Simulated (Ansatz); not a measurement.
**Al2Cu (Fm-3m)**

The calculation used Ansatz 0.2.0, DFT PBE, scalar-relativistic, plane waves, PAW.

Cutoff 420 eV; k points 16×16×16 on the computed 3-atom cell (Γ-centred); Gaussian smearing, width 0.10 eV; no spin polarisation.

The structure is relaxed at this level of theory with its symmetry kept, and needn't be the ground state of this composition.

```yaml
crystal:
  lattice:
    - [-2.04475, 2.04475, 2.89167]
    - [2.04475, -2.04475, 2.89167]
    - [2.04475, 2.04475, -2.89167]
  atoms:
    - { symbol: Al, position: [0.75000, 0.25000, 0.50000] }
    - { symbol: Al, position: [0.25000, 0.75000, 0.50000] }
    - { symbol: Cu, position: [0.50000, 0.50000, 0.00000] }
```

| Quantity | Value |
| --- | --- |
| Space group | Fm-3m (No. 225) |
| Volume per atom | 16.12 Å³ |
| Formation energy from the elements' standard states (uncorrected) | -0.185 eV/atom |
| Kohn–Sham band gap | none (metal) |
| Density of states at the Fermi level | 0.9 states/eV per cell |
| Orbital (Löwdin) character within 0.5 eV of the Fermi level | Al 3p 73 %, Al 3s 10 %, unprojected 9 % |
| Bader charge by site (e) | Al (2 in the cell) 1.33, Cu (1 in the cell) -2.66 |

It was relaxed from a Materials Project cell. Löwdin shares on free-atom orbitals overweight diffuse shells.
